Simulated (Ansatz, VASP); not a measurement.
**One calculation of P, two programs**

```
P
1.0
     2.42161    0.00000    0.00000
     0.00000    2.42161    0.00000
     0.00000    0.00000    2.42163
P
1
Direct
  0.00000 0.00000 0.00000
```

Alike in both runs: functional PBEsol; k mesh 18 × 18 × 18; occupations gaussian, width 0.1 eV; no spin polarisation.

Ansatz relaxed the structure, and its values are those at the end. VASP's run is a single point on that final structure, the one shown.

```csv
,VASP,Ansatz
version,VASP 6.6.1,Ansatz 0.2.0
potentials or method,"VASP PAW PBE potentials, release 64 (P)","scalar-relativistic, plane waves, PAW"
plane-wave cutoff (eV),520,420
valence electrons in the cell,5,5
```

|  | VASP | Ansatz | Ansatz less VASP |
| --- | --- | --- | --- |
| gap on the k mesh at the Fermi level (eV) | none | none | - |
| pressure (GPa) | 0.1 | 0.0 | -0.10 |

A gap of «none» marks a metal or a gap that the smearing closes. Ansatz warned: «near_symmetry_operations_not_taken».

Caveats: the PAW data sets were made with another functional, which shifts forces and pressure a little (VASP).
